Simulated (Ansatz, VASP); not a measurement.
## Two plane-wave programs on CuH5

```
Cu H
1.0
     0.00000    2.43158    2.43158
     2.43158    0.00000    2.43158
     2.43158    2.43158    0.00000
Cu H
1 5
Direct
  0.00000 0.00000 0.00000
  0.19632 0.60123 0.60123
  0.60123 0.60123 0.60123
  0.60123 0.19632 0.60123
  0.60123 0.60123 0.19632
  0.25000 0.25000 0.25000
```

Change from the starting cell: species swapped into the Be5Au type (F-43m, No. 216).

Alike in both runs: functional PBE; k mesh 6 × 6 × 6; occupations gaussian, width 0.1 eV; no spin polarisation.

Ansatz relaxed the structure, and its values are those at the end. VASP's run is a single point on that final structure, the one shown.

|  | VASP | Ansatz |
| --- | --- | --- |
| version | VASP 6.6.1 | Ansatz 0.2.0 |
| potentials or method | VASP PAW PBE potentials, release 64 (Cu, H) | scalar-relativistic, plane waves, PAW |
| plane-wave cutoff (eV) | 520 | 420 |
| valence electrons in the cell | 16 | 24 |

Ansatz gave:

| Quantity | Value |
| --- | --- |
| gap on the k mesh at the Fermi level (eV) | none |
| pressure (GPa) | -0.2 |
| rms of the force components (eV/Å) | 0.003 |

Q: Which values does VASP return?

A: gap on the k mesh at the Fermi level (eV): none; pressure (GPa): -0.4; rms of the force components (eV/Å): 0.001.

A gap of «none» marks a metal or a gap that the smearing closes. With one functional, cell and mesh, what is left measures potentials, basis and numerics. The two sets of potentials don't hold the same shells in valence.

Caveats: the k mesh is coarse (spacing up to 0.37 Å⁻¹), so the values aren't converged.
